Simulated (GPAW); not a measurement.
Runs of GPAW 26.7.0 on Se. It takes space group P3_121 (No. 152, trigonal). Conventional cell: a = 4.366 Å, b = 4.366 Å, c = 4.954 Å, α = 90.00°, β = 90.00°, γ = 120.00°. Around Se (site symmetry 2) lie 2 Se at 2.37 Å. 

| task | level | potentials or basis | spin | cell | k mesh | smearing | band path | band points | spin axis theta (degrees) | spin axis phi (degrees) | soc after scf | gap on the mesh (eV) | pressure (GPa) | relaxed volume (Å³/atom) | largest force (eV/Å) |
| --- | --- | --- | --- | --- | --- | --- | --- | --- | --- | --- | --- | --- | --- | --- | --- |
| band structure | PBEsol | PAW data sets generated in the run's folder for this functional, pw | SOC, no magnetisation | as given | 5 × 5 × 5 | fermi-dirac 0.05 eV | GMKGALHA,LM,KH | 100 | 0 | 0 | second variation | 1.09 | 0.2 | - | 0.31 |
| relaxation of cell and atoms | LDA | the program's PAW data sets (release 1.2.1) made for this functional, pw | off | relaxed | 7 × 7 × 6 | fermi-dirac 0.05 eV | - | - | - | - | - | 0.81 | 0.0 | (b) | - |
| relaxation of cell and atoms | PBEsol | PAW data sets generated in the run's folder for this functional, pw | off | relaxed | 7 × 7 × 6 | fermi-dirac 0.05 eV | - | - | - | - | - | 0.89 | -0.1 | 24.00 | 0.01 |
| band structure | PBEsol | PAW data sets generated in the run's folder for this functional, pw | off | as given | 7 × 7 × 6 | fermi-dirac 0.05 eV | GMKGALHA,LM,KH | 80 | - | - | - | 1.14 | 0.2 | - | 0.31 |
| electron localisation function | LDA | the program's PAW data sets (release 1.2.1) made for this functional, pw | off | cell strained at random at fixed volume | 7 × 7 × 6 | fermi-dirac 0.1 eV | - | - | - | - | - | 0.99 | -1.0 | - | (a) |
| band structure | LDA | the program's PAW data sets (release 1.2.1) made for this functional, pw | off | as given | 7 × 7 × 6 | fermi-dirac 0.05 eV | GMKGALHA,LM,KH | 60 | - | - | - | 1.09 | -1.2 | - | 0.24 |

Alike in all rows: cutoff (eV) 600.

Problem. Estimate the missing entries.

Solution. (a) 0.32; (b) 22.94.

Caveats: the mesh misses the band edges, which the band path finds closer together (some runs); an odd mesh through Γ misses points on the zone boundary, where band edges often lie (some runs); later steps reuse the first step's grids (some runs); spin-orbit coupling was added after a scalar SCF, so levels and gaps hold it while energy, forces, pressure and moments don't (some runs); this program's spin-orbit splittings come out too wide for heavy elements (some runs); the volume moved by over 15 % at a fixed basis, so the end points are rough (some runs); the volume moved by -16 % from the deposited cell, more than functionals usually miss (some runs).

A k mesh can miss the band edges, and rows without SOC leave out spin-orbit coupling on Se.

Runs at the PBE level aren't shown here.
